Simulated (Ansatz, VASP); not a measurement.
# PbSe: VASP beside Ansatz

```
Pb Se
1.0
     0.00000    3.01024    3.01024
     3.01024    0.00000    3.01024
     3.01024    3.01024    0.00000
Pb Se
1 1
Direct
  0.00000 0.00000 0.00000
  0.50000 0.50000 0.50000
```

Change from the starting cell: volume scaled by 0.95.

Alike in both runs: task single point; functional PBE; k mesh 7 × 7 × 7; occupations fermi-dirac, width 0.02 eV; no spin polarisation.

```csv
,VASP,Ansatz
version,VASP 6.6.1,Ansatz 0.2.0
potentials or method,"VASP PAW PBE potentials, release 64 (Pb_d, Se), cutoff 520 eV","all-electron LAPW, scalar-relativistic"
```

|  | VASP | Ansatz | Ansatz less VASP |
| --- | --- | --- | --- |
| gap on the k mesh at the Fermi level (eV) | 0.82 | 0.82 | -0.001 |
| pressure (GPa) | 5.5 | 5.5 | +0.02 |

Ansatz ran all-electron here, so the differences hold the error of VASP's frozen core and of both bases.

The runs have no spin-orbit coupling, so splittings on Pb are missing.
